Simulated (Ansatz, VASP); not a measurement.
## Si54HC54 (start site: H_i (antibonding, by C)) in two plane-wave programs

Aim: how closely do two programs agree when they are given the same cell, functional and k mesh? Of the first pair: The structure shown is the start of the Ansatz relaxation below; VASP solves that cell, so the two are compared at the walk's first step.

Method: plane waves, with VASP 6.6.1 beside it; r2SCAN, in Ansatz 0.2.0.

## 1. The starting structure

The cell holds 109 atoms: 54 Si, 54 C and 1 H. Cell: a = 9.375 Å, b = 9.375 Å, c = 15.334 Å, α = 90.0°, β = 90.0°, γ = 120.0°. It derives from SiC (SiC (P6_3mc)). Nearest the centre at fractional (0.491, 0.509, 0.566): H109 at 0.05 Å, C83 at 1.09 Å, Si29 at 1.85 Å, Si53 at 1.85 Å, Si27 at 1.89 Å, C89 at 2.26 Å, C81 at 2.27 Å, C65 at 2.32 Å. The cell carries charge −1.

## 2. Ansatz: relaxation, r2SCAN

Ansatz runs on its PAW soft_1 files.

The two programs are compared at the cell with which this relaxation starts, whose forces are those of its first step.

Contents of input.yaml:

```yaml
crystal:
  lattice:
    - [9.37453485, 0.0, 0.0]
    - [-4.68726743, 8.11858533, 0.0]
    - [0.0, 0.0, 15.33448237]
  atoms:
    - { symbol: Si, position: [0.11111111, 0.22222222, 0.8329854] }
    - { symbol: Si, position: [0.22222222, 0.11111111, 0.3329854] }
    - { symbol: Si, position: [0.22222222, 0.11111111, 0.66650102] }
[... 1 atom line left out ...]
    - { symbol: Si, position: [0.0, 0.0, 0.49972248] }
[... 2 atom lines left out ...]
    - { symbol: C, position: [0.0, 0.0, 0.37436694] }
    - { symbol: C, position: [0.11111111, 0.22222222, 0.70799668] }
[... 1 atom line left out ...]
    - { symbol: C, position: [0.22222222, 0.11111111, 0.54152848] }
[... 3 atom lines left out ...]
    - { symbol: Si, position: [0.22222222, 0.44444444, 0.66650102] }
[... 1 atom line left out ...]
    - { symbol: Si, position: [0.0, 0.33333333, 0.49972248] }
[... 1 atom line left out ...]
    - { symbol: C, position: [0.0, 0.33333333, 0.87436694] }
[... 1 atom line left out ...]
    - { symbol: C, position: [0.11111111, 0.55555556, 0.70799668] }
[... 1 atom line left out ...]
    - { symbol: C, position: [0.22222222, 0.44444444, 0.54152848] }
[... 1 atom line left out ...]
    - { symbol: Si, position: [0.11111111, 0.88888889, 0.8329854] }
    - { symbol: Si, position: [0.22222222, 0.77777778, 0.3329854] }
    - { symbol: Si, position: [0.22222222, 0.77777778, 0.66650102] }
[... 1 atom line left out ...]
    - { symbol: Si, position: [0.0, 0.66666667, 0.49972248] }
[... 2 atom lines left out ...]
    - { symbol: C, position: [0.0, 0.66666667, 0.37436694] }
    - { symbol: C, position: [0.11111111, 0.88888889, 0.70799668] }
[... 1 atom line left out ...]
    - { symbol: C, position: [0.22222222, 0.77777778, 0.54152848] }
[... 5 atom lines left out ...]
    - { symbol: Si, position: [0.33333333, 0.0, 0.49972248] }
[... 1 atom line left out ...]
    - { symbol: C, position: [0.33333333, 0.0, 0.87436694] }
[... 1 atom line left out ...]
    - { symbol: C, position: [0.44444444, 0.22222222, 0.70799668] }
[... 1 atom line left out ...]
    - { symbol: C, position: [0.55555556, 0.11111111, 0.54152848] }
[... 2 atom lines left out ...]
    - { symbol: Si, position: [0.55555556, 0.44444444, 0.3329854] }
    - { symbol: Si, position: [0.55555556, 0.44444444, 0.66650102] }
[... 1 atom line left out ...]
    - { symbol: Si, position: [0.33333333, 0.33333333, 0.49972248] }
[... 3 atom lines left out ...]
    - { symbol: C, position: [0.44444444, 0.55555556, 0.70799668] }
[... 1 atom line left out ...]
    - { symbol: C, position: [0.55555556, 0.44444444, 0.54152848] }
[... 3 atom lines left out ...]
    - { symbol: Si, position: [0.55555556, 0.77777778, 0.66650102] }
[... 1 atom line left out ...]
    - { symbol: Si, position: [0.33333333, 0.66666667, 0.49972248] }
[... 5 atom lines left out ...]
    - { symbol: C, position: [0.55555556, 0.77777778, 0.54152848] }
[... 3 atom lines left out ...]
    - { symbol: Si, position: [0.88888889, 0.11111111, 0.66650102] }
[... 1 atom line left out ...]
    - { symbol: Si, position: [0.66666667, 0.0, 0.49972248] }
[... 2 atom lines left out ...]
    - { symbol: C, position: [0.66666667, 0.0, 0.37436694] }
    - { symbol: C, position: [0.77777778, 0.22222222, 0.70799668] }
[... 1 atom line left out ...]
    - { symbol: C, position: [0.88888889, 0.11111111, 0.54152848] }
[... 2 atom lines left out ...]
    - { symbol: Si, position: [0.88888889, 0.44444444, 0.3329854] }
    - { symbol: Si, position: [0.88888889, 0.44444444, 0.66650102] }
[... 1 atom line left out ...]
    - { symbol: Si, position: [0.66666667, 0.33333333, 0.49972248] }
[... 8 atom lines left out ...]
    - { symbol: Si, position: [0.88888889, 0.77777778, 0.3329854] }
    - { symbol: Si, position: [0.88888889, 0.77777778, 0.66650102] }
[... 1 atom line left out ...]
    - { symbol: Si, position: [0.66666667, 0.66666667, 0.49972248] }
[... 2 atom lines left out ...]
    - { symbol: C, position: [0.66666667, 0.66666667, 0.37436694] }
    - { symbol: C, position: [0.77777778, 0.88888889, 0.70799668] }
[... 1 atom line left out ...]
    - { symbol: C, position: [0.88888889, 0.77777778, 0.54152848] }
[... 1 atom line left out ...]
    - { symbol: H, position: [0.490717, 0.509283, 0.565909] }
  host:
    repeats: [3, 3, 1]
    atoms:
      - { symbol: Si, position: [0.33333333, 0.66666667, 0.8329854] }
      - { symbol: Si, position: [0.66666667, 0.33333333, 0.3329854] }
      # ... 10 more atoms of the perfect host
total_charge: -1
basis:
  ecutwfc: 500
  xc_grid: 2
hamiltonian:
  xc: r2scan
  pseudopotentials: { kind: paw, azcp: { folder: soft_1 } }
kpoints:
  mp_grid: { grid: [1, 1, 1], shift: [0.25, 0.25, 0.25] }
magnetization:
  spin_polarized: true
  initial_magnetization: 2
  spin_locking: { lock_magnetization: hard }
scf:
  occupations: { method: fixed }
  max_iter: 80
output:
  forces: true
  charged_corrections:
    epsilon: [7.09, 7.09, 7.35]
    static_epsilon: [10.43, 10.43, 10.95]
    defect_position: [0.490717, 0.509283, 0.565909]
relax:
  f_tol: 0.02
  max_steps: 80
  random_displacement: { amplitude: 0.05, seed: 6419 }
checkpoint:
  write: "../qm1_M2.relax.run"
  compress: false
  write_wavefunctions: true
  write_every: 100000
```

The run is started by

```console
ansatz run input.yaml --threads 8 --pin off --max-ram 15073MiB --backend cpu --events-out ev --progress --plain --runs-dir out
```

Numbers of over 12 decimals in the logs are rounded to 6 here.

Output:

```text
Warning: This run holds its total moment fixed (magnetization.spin_locking.lock_magnetization: hard) and mixes its density by anderson or broyden (scf.mixing.algorithm, typed or taken by auto). Slabs with a fixed moment have converged under broyden above another state at the same moment, at the default mixing steps and at smaller ones, and under scf.lower_state_search: standard, light or off a state that such a mixer [...]
Engine: ansatz 0.2.0, aarch64-unknown-linux-gnu
Pseudopotentials: kind: paw
Pseudopotential: Si, paw, valence charge 4, recommended cutoff 500 eV (meta_gga), soft_1/Si.paw.azcp
Pseudopotential: C, paw, valence charge 4, recommended cutoff 500 eV (meta_gga), soft_1/C.paw.azcp
Pseudopotential: H, paw, valence charge 1, recommended cutoff 500 eV (meta_gga), soft_1/H.paw.azcp
Functional definition: r2SCAN
  parameter k0 = 0.174
  parameter k1 = 0.065
  parameter a1 = 4.9479
  exchange = r2scan_x(k0 = k0, k1 = k1, a1 = a1)
  correlation = r2scan_c
Crystal: 109 atoms, lattice volume = 1167.076 Å³
Basis set: ecut = 500 eV, 29623 PW (Γ), exchange–correlation on 144×144×240 points (8 copies of the dense FFT grid, shifted against one another)
Bands: 327, of which v1, the nominal top of the filled ones, is band 217 counted from 1 (216 counted from 0)
Symmetry: 1 space group operations
k-points: 1
Non-local potential: Si, projectors of the file, l = 0: 2, l = 1: 2, l = 2: 1
Non-local potential: C, projectors of the file, l = 0: 2, l = 1: 2, l = 2: 1
Non-local potential: H, projectors of the file, l = 0: 2, l = 1: 1
PAW form: soft (Blöchl's): semilocal exchange-correlation on the pseudo side does not see the compensation charge
PAW frozen core: Si, regenerated for the run's functional (the file was generated under x = pbe(κ = 0.804, μ = 0.219515), c = pbe(β = 0.066725))
PAW frozen core: C, regenerated for the run's functional (the file was generated under x = pbe(κ = 0.804, μ = 0.219515), c = pbe(β = 0.066725))
PAW one-centre angular grid: Si, 302 points (default); XC on 160 Gauss nodes
PAW one-centre angular grid: C, 302 points (default); XC on 219 of its mesh's 2255 points in the sphere
PAW one-centre angular grid: H, 302 points (default); XC on 160 Gauss nodes
Initial density: superposition of atomic densities (chi_scale 0.1, normalization cell)
Starting moments: Σ|m| = 2 μB on 109 of 109 sites
Initial wavefunctions: pseudopotential atomic-orbital guess
Functional: x = r2scan, c = r2scan; τ floored in thin density (d = 2e-4 eV/Å³)
SCF iter   1: F=—  HF=-48198.648510 eV  |F-HF|=—  |Δ(HF+E_count)|=         —  Δρ=6.78e-2 (↑6.68e-2 ↓6.78e-2)  dr2=2.69e2  dr2_τ=6.80e0  dr2_m=7.93e-3  M=2.000 μB ∫|m|=2.000 μB  β_m=1.20  ethr=3.10e-3  ⟨swp⟩=5.0  Hψ=2226  notcnv=0  defer=212
preconditioner: auto → Resta (q_TF=auto, 2.314 Å⁻¹)  ε∞=3.9  [insulator: Δε(μ)=0.220 eV  Ē_g=13.365 eV  n_scr=244 (ndim 8)  ℏωp=22.6 eV  f_vac=0.000  ε∞_Penn≈3.9]
spin=Collinear: Resta preconditioning applied to the charge; magnetization (m = ρ↑ − ρ↓) channel mixes plain (no charge-response kernel on spin).
SCF iter   2: F=—  HF=-48145.854799 eV  |F-HF|=—  |Δ(HF+E_count)|=    5.28e1  Δρ=3.90e-2 (↑3.89e-2 ↓3.90e-2)  dr2=8.59e1  dr2_τ=3.60e-1  dr2_m=1.54e-3  M=2.000 μB ∫|m|=2.068 μB  β_m=1.20  ethr=3.10e-3  ⟨swp⟩=3.0  Hψ=1118  notcnv=0  defer=216  κ⁻¹=1.0e0(r=1)
SCF iter   3: F=—  HF=-48130.508889 eV  |F-HF|=—  |Δ(HF+E_count)|=    1.53e1  Δρ=1.52e-2 (↑1.52e-2 ↓1.52e-2)  dr2=7.49e0  dr2_τ=3.26e-2  dr2_m=1.14e-3  M=2.000 μB ∫|m|=2.129 μB  β_m=1.20  ethr=3.10e-3  ⟨swp⟩=3.0  Hψ=1004  notcnv=0  defer=216  κ⁻¹=6.1e-2(r=2)
SCF iter   4: F=—  HF=-48131.216934 eV  |F-HF|=—  |Δ(HF+E_count)|=   7.08e-1  Δρ=1.01e-2 (↑1.01e-2 ↓1.01e-2)  dr2=2.70e0  dr2_τ=1.40e-2  dr2_m=3.12e-4  M=2.000 μB ∫|m|=2.118 μB  β_m=1.20  ethr=1.73e-3  ⟨swp⟩=2.5  Hψ=940  notcnv=0  defer=216  κ⁻¹=4.3e-3(r=3)
SCF iter   5: F=—  HF=-48131.614451 eV  |F-HF|=—  |Δ(HF+E_count)|=   3.98e-1  Δρ=1.88e-3 (↑1.87e-3 ↓1.88e-3)  dr2=1.17e-1  dr2_τ=9.33e-4  dr2_m=1.32e-3  M=2.000 μB ∫|m|=2.111 μB  β_m=1.20  ethr=6.21e-4  ⟨swp⟩=2.0  Hψ=448  notcnv=0  defer=216  κ⁻¹=1.2e-3(r=4)
SCF iter   6: F=—  HF=-48131.665670 eV  |F-HF|=—  |Δ(HF+E_count)|=   5.12e-2  Δρ=8.14e-4 (↑8.14e-4 ↓8.00e-4)  dr2=4.84e-2  dr2_τ=1.45e-4  dr2_m=1.51e-4  M=2.000 μB ∫|m|=2.106 μB  β_m=1.20  ethr=2.70e-5  ⟨swp⟩=2.0  Hψ=828  notcnv=0  defer=216  κ⁻¹=2.8e-5(r=5)
[...]
- { symbol: Si, position: [0.110430, 0.221989, 0.165925] }
    - { symbol: Si, position: [-0.00123357, 0.000516007, 0.499029] }
    - { symbol: Si, position: [-1.7078652257980688e-5, -0.000324106, 0.999905] }
    - { symbol: C, position: [0.00122837, -0.000918039, 0.874346] }
    - { symbol: C, position: [-0.00212606, 0.00115091, 0.373843] }
    - { symbol: C, position: [0.111528, 0.222487, 0.708074] }
    - { symbol: C, position: [0.221159, 0.111187, 0.207205] }
    - { symbol: C, position: [0.221734, 0.112205, 0.540658] }
    - { symbol: C, position: [0.110171, 0.221594, 0.041598] }
    - { symbol: Si, position: [0.112045, 0.555148, 0.832903] }
    - { symbol: Si, position: [0.219685, 0.445616, 0.331203] }
    - { symbol: Si, position: [0.221863, 0.444071, 0.666225] }
    - { symbol: Si, position: [0.110611, 0.555978, 0.165811] }
    - { symbol: Si, position: [-0.00137249, 0.333992, 0.499046] }
    - { symbol: Si, position: [0.000273424, 0.333014, 0.999680] }
    - { symbol: C, position: [0.00110833, 0.332608, 0.874374] }
    - { symbol: C, position: [-0.00194144, 0.334728, 0.373812] }
    - { symbol: C, position: [0.111200, 0.555247, 0.707610] }
    - { symbol: C, position: [0.221113, 0.445156, 0.207133] }
    - { symbol: C, position: [0.221702, 0.444513, 0.540863] }
    - { symbol: C, position: [0.111101, 0.555378, 0.041634] }
    - { symbol: Si, position: [0.112068, 0.888332, 0.832917] }
    - { symbol: Si, position: [0.220472, 0.778755, 0.331890] }
    - { symbol: Si, position: [0.222224, 0.777868, 0.666070] }
    - { symbol: Si, position: [0.110179, 0.889439, 0.166080] }
    - { symbol: Si, position: [-0.0012312, 0.667432, 0.498772] }
    - { symbol: Si, position: [0.00113705, 0.666460, 0.999955] }
    - { symbol: C, position: [0.00250723, 0.666501, 0.875394] }
    - { symbol: C, position: [-0.00215361, 0.667598, 0.373678] }
    - { symbol: C, position: [0.111095, 0.889143, 0.707737] }
    - { symbol: C, position: [0.221234, 0.778268, 0.207273] }
    - { symbol: C, position: [0.221430, 0.778283, 0.541072] }
    - { symbol: C, position: [0.111015, 0.888694, 0.041506] }
    - { symbol: Si, position: [0.444777, 0.220827, 0.835751] }
    - { symbol: Si, position: [0.553693, 0.111350, 0.331087] }
    - { symbol: Si, position: [0.555750, 0.111159, 0.666047] }
    - { symbol: Si, position: [0.443284, 0.222593, 0.166147] }
    - { symbol: Si, position: [0.332163, 0.000781292, 0.498758] }
    - { symbol: Si, position: [0.333426, -0.00122238, 0.999942] }
    - { symbol: C, position: [0.334002, -0.00195985, 0.875398] }
    - { symbol: C, position: [0.331515, 0.0012651, 0.373663] }
    - { symbol: C, position: [0.440825, 0.215059, 0.710087] }
    - { symbol: C, position: [0.554389, 0.111119, 0.206925] }
    - { symbol: C, position: [0.554847, 0.112405, 0.540903] }
    - { symbol: C, position: [0.444182, 0.221704, 0.041465] }
    - { symbol: Si, position: [0.444881, 0.555351, 0.835865] }
    - { symbol: Si, position: [0.554028, 0.445076, 0.330901] }
    - { symbol: Si, position: [0.555889, 0.444296, 0.709095] }
[...]
- { symbol: Si, position: [0.667514, 0.332018, 0.494970] }
    - { symbol: Si, position: [0.667420, 0.332450, 1.000326] }
[...]
- { symbol: C, position: [0.887261, 0.444829, 0.540921] }
    - { symbol: C, position: [0.777968, 0.555480, 0.041462] }
    - { symbol: Si, position: [0.778597, 0.888738, 0.833189] }
    - { symbol: Si, position: [0.888200, 0.779112, 0.331138] }
    - { symbol: Si, position: [0.888614, 0.778613, 0.665930] }
    - { symbol: Si, position: [0.777609, 0.889158, 0.165952] }
    - { symbol: Si, position: [0.667571, 0.671617, 0.494821] }
    - { symbol: Si, position: [0.667044, 0.667191, 1.000682] }
    - { symbol: C, position: [0.668957, 0.668037, 0.876006] }
    - { symbol: C, position: [0.665673, 0.669994, 0.371126] }
    - { symbol: C, position: [0.777716, 0.888708, 0.708046] }
    - { symbol: C, position: [0.888650, 0.778701, 0.207207] }
    - { symbol: C, position: [0.887097, 0.777551, 0.540681] }
    - { symbol: C, position: [0.777741, 0.889158, 0.041604] }
    - { symbol: H, position: [0.553185, 0.446426, 0.593834] }
```

(Continued in part 2 of 2.)

[Lines on the potential files, build, host, timing and source positions are cut from VASP's logs without a mark.]

[Logs are printed without paths, hosts, clocks, repeated set-up lines and the standing remarks that a program may print on its own settings, such as how far it seeks lower states.]

[Hosts, paths, dates, database ids (printed as entryN), source tags and the programs' standing remarks are cut or masked in the printed files.]
